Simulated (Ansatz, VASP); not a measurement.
## One calculation of B, two programs

The input POSCAR:

```
B
1.0
    2.9334601903      0.0000000000      0.0000000000
   -1.4667300951      2.5404510458      0.0000000000
    0.0000000000      0.0000000000      2.9093091847
B
3
Direct
    0.0000000000      0.0000000000      0.0000000000
    0.3333333333      0.6666666667      0.5000000000
    0.6666666667      0.3333333333      0.5000000000
```

INCAR.step1

```
PREC     = Accurate       # precision mode
ENCUT    = 520            # plane-wave cutoff, eV
ISMEAR   = -1             # smearing method
SIGMA    = 0.1            # smearing width, eV
LREAL    = False          # projectors in reciprocal space
LASPH    = True           # aspherical terms in the spheres
NELM     = 60             # most SCF steps
NBANDS   = 12             # bands
GGA      = PE             # functional
ALGO     = Normal         # electronic algorithm
EDIFF    = 1E-4           # SCF threshold, eV
LWAVE    = True           # write WAVECAR
LCHARG   = False          # write CHGCAR
```

File INCAR.step2:

```
PREC     = Accurate       # precision mode
ENCUT    = 520            # plane-wave cutoff, eV
EDIFF    = 1E-6           # SCF threshold, eV
ISMEAR   = -1             # smearing method
SIGMA    = 0.1            # smearing width, eV
LREAL    = False          # projectors in reciprocal space
LASPH    = True           # aspherical terms in the spheres
NELM     = 60             # most SCF steps
ALGO     = Normal         # electronic algorithm
ISIF     = 2              # what is computed and relaxed
LWAVE    = False          # write WAVECAR
LCHARG   = False          # write CHGCAR
METAGGA  = R2SCAN         # meta-GGA
LMIXTAU  = True         
NBANDS   = 12             # bands
ISTART   = 1
```

File KPOINTS:

```
regular mesh
0
Gamma
  14 14 12
```

Input for Ansatz:

```yaml
crystal:
  lattice:
    - [2.9334601903, 0.0, 0.0]
    - [-1.4667300951, 2.5404510458, 0.0]
    - [0.0, 0.0, 2.9093091847]
  atoms:
    - { symbol: B, position: [0.0, 0.0, 0.0] }
    - { symbol: B, position: [0.3333333333, 0.6666666667, 0.5] }
    - { symbol: B, position: [0.6666666667, 0.3333333333, 0.5] }
hamiltonian:
  xc: r2scan
  pseudopotentials:
    kind: paw
    azcp:
      B: "pseudopotentials/B.paw.azcp"
basis:
  ecutwfc: 500
  fft_grid_basis: typed
kpoints:
  mp_grid: { grid: [14, 14, 12], shift: [0, 0, 0] }
magnetization:
  spin_polarized: false
scf:
  occupations: { method: fermi_dirac, width: 0.1 }
  lower_state_search: "off"
output:
  stress: true
```

Alike in both runs: task single point; functional r2SCAN; k mesh 14 × 14 × 12; occupations fermi-dirac, width 0.1 eV; no spin polarisation.

|  | VASP | Ansatz |
| --- | --- | --- |
| version | VASP 6.6.1 | Ansatz 0.2.0 |
| potentials or method | VASP PAW PBE potentials, release 64 (B) | plane waves (500 eV) with PAW, scalar-relativistic |
| plane-wave cutoff (eV) | 520 | 500 |
| valence electrons in the cell | 9 | 9 |

Ansatz gave:

| Property | Result |
| --- | --- |
| pressure (GPa) | -15.1 |
| largest component of the traceless stress (GPa) | 5.35 |

Task: What did VASP give for the same quantities?

Result: Pressure (GPa): -14.9; largest component of the traceless stress (GPa): 5.34.

With one functional, cell and mesh, what is left measures potentials, basis and numerics.

Caveats: the PAW data sets were made with another functional, which shifts forces and pressure a little (VASP).
